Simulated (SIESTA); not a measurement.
The system is MoS2.

```
CELL_PARAMETERS angstrom
1.58000 0.91221 6.15000
-1.58000 0.91221 6.15000
0.00000 -1.82443 6.15000
ATOMIC_POSITIONS crystal
Mo 0.00000 0.00000 0.00000
S 0.41700 0.41700 0.41700
S 0.25000 0.25000 0.25000
```

Measurements of this composition are mostly on another form, of space group No. 194.

Base run:

| Item | Value |
| --- | --- |
| Program | SIESTA 5.4.2 |
| Functional | PBE |
| Potentials or basis | PseudoDojo 0.4 standard (PBE files) |
| Basis | DZP (energy shift 0.003 Ry; two zetas on semicore shells) |
| Grid cutoff | 800 Ry |
| Energy shift | 0.003 Ry |
| k mesh | 10 × 10 × 10 |
| Occupations | fermi-dirac, width 0.05 eV |
| Spin | no spin polarisation |

Its results: band gap on the k mesh 1.01 eV, indirect (least direct gap 1.99 eV); pressure 8.3 GPa; largest force 0.964 eV/Å.

Q: The run is repeated on the same cell with these changes: functional from PBE to vdW-DF2. What comes out?

A: Band gap on the k mesh 1.00 eV, indirect (least direct gap 1.96 eV); pressure 19.5 GPa; largest force 1.890 eV/Å.

Caveats: the basis of atomic orbitals isn't converged, which shifts pressures, moduli and gaps; so large a pressure means that the cell lies far from this level's equilibrium, or that cutoff or potentials fall short (some runs); the potentials were made for another functional, which shifts forces and pressure (some runs).

A k mesh can miss the band edges.

Not every run made on this cell is shown here.
